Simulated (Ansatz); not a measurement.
The system is MgS.

```
S Mg
1.0
     0.00000    2.83312    2.83312
     2.83312    0.00000    2.83312
     2.83312    2.83312    0.00000
S Mg
1 1
Direct
  0.25000 0.25000 0.25000
  0.00000 0.00000 0.00000
```

The cell comes from a database or a generator and needn't be the stable form of this composition.

| Property | Result |
| --- | --- |
| Program | Ansatz 0.2.0 |
| Task | single point |
| Functional | PBE |
| Potentials or basis | Ansatz PAW |
| Cutoff | 420 eV (not typed: the program's choice for these potentials) |
| k mesh | 8 × 8 × 8 |
| Occupations | fermi-dirac, width 0.05 eV |
| Spin | no spin polarisation |

On this cell: pressure 0.9 GPa; largest force zero by symmetry; band gap on the k mesh 3.45 eV, direct.

The same run follows on a disturbed copy (atoms moved at random, drawn with an rms of 0.05 Å):

```
S Mg
1.0
     0.00000    2.83312    2.83312
     2.83312    0.00000    2.83312
     2.83312    2.83312    0.00000
S Mg
1 1
Direct
  0.25779 0.24666 0.25028
  0.98714 0.01107 0.00340
```

What changes?

The energy moves by +7.8 meV/atom; pressure 1.1 GPa; largest force 0.444 eV/Å; band gap on the k mesh 3.37 eV, direct.

Forces in eV/Å, atoms in the order of the input:
```
S    0.296 -0.296 -0.148
Mg  -0.296  0.296  0.148
```

Stress tensor (GPa, compression positive):
```
 1.05 -0.52 -1.12
-0.52  1.05  1.12
-1.12  1.12  1.13
```

A k mesh can miss the band edges.
